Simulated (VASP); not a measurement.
Runs of VASP 6.6.1 on Fe. The structure is trigonal, space group R-3m (No. 166). The conventional cell has a = 2.694 Å, b = 2.694 Å, c = 19.527 Å, α = 90.00°, β = 90.00°, γ = 120.00°. Fe (site symmetry -3m) is surrounded by 12 Fe at 2.67 to 2.69 Å. Around Fe (site symmetry 3m) lie 12 Fe at 2.67 to 2.69 Å. The cell was built by a generator and needn't be a form met in nature.

```csv
cell,k mesh,gap on the mesh (eV),pressure (GPa),moment (μB),largest force (eV/Å)
"R-3m, 13.63 Å³/atom",9 × 9 × 9,none,(b),8.34,0.01
"P6/mmm, 13.63 Å³/atom",6 × 6 × 8,none,-13.7,(c),-
"P6/mmm, 11.98 Å³/atom",12 × 12 × 20,none,-0.1,7.45,-
"R-3m, 12.0 Å³/atom",9 × 9 × 9,none,-0.3,(a),0.01
```

Alike in all rows: task single point; level PBE; potentials or basis VASP PAW PBE potentials, release 64 (Fe); spin collinear, typed start; cutoff (eV) 520; smearing gaussian 0.1 eV.

Q: Fill in the values left out.

A: (a) 7.63; (b) -14.4; (c) 8.20.

A gap of «none» marks a metal or a gap under the smearing width.
